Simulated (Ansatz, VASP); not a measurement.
# Mg: VASP beside Ansatz

```
CELL_PARAMETERS angstrom
3.14661 0.00000 0.00000
-1.57331 2.72505 0.00000
0.00000 0.00000 5.03889
ATOMIC_POSITIONS crystal
Mg 0.33333 0.66667 0.25000
Mg 0.66667 0.33333 0.75000
```

Alike in both runs: functional LDA; k mesh 15 × 15 × 8; occupations gaussian, width 0.1 eV; no spin polarisation.

Ansatz relaxed the structure, and its values are those at the end. VASP's run is a single point on that final structure, the one shown.

```csv
,VASP,Ansatz
version,VASP 6.6.1,Ansatz 0.2.0
potentials or method,"VASP PAW LDA potentials, release 64 (Mg)","scalar-relativistic, plane waves, PAW"
plane-wave cutoff (eV),520,420
valence electrons in the cell,4,20
```

Ansatz gave:

| Property | Result |
| --- | --- |
| gap on the k mesh at the Fermi level (eV) | none |
| pressure (GPa) | 0.0 |

Question: Estimate VASP's values.

Answer: gap on the k mesh at the Fermi level (eV): none; pressure (GPa): -0.3.

A gap of «none» marks a metal or a gap that the smearing closes. The two sets of potentials don't hold the same shells in valence.
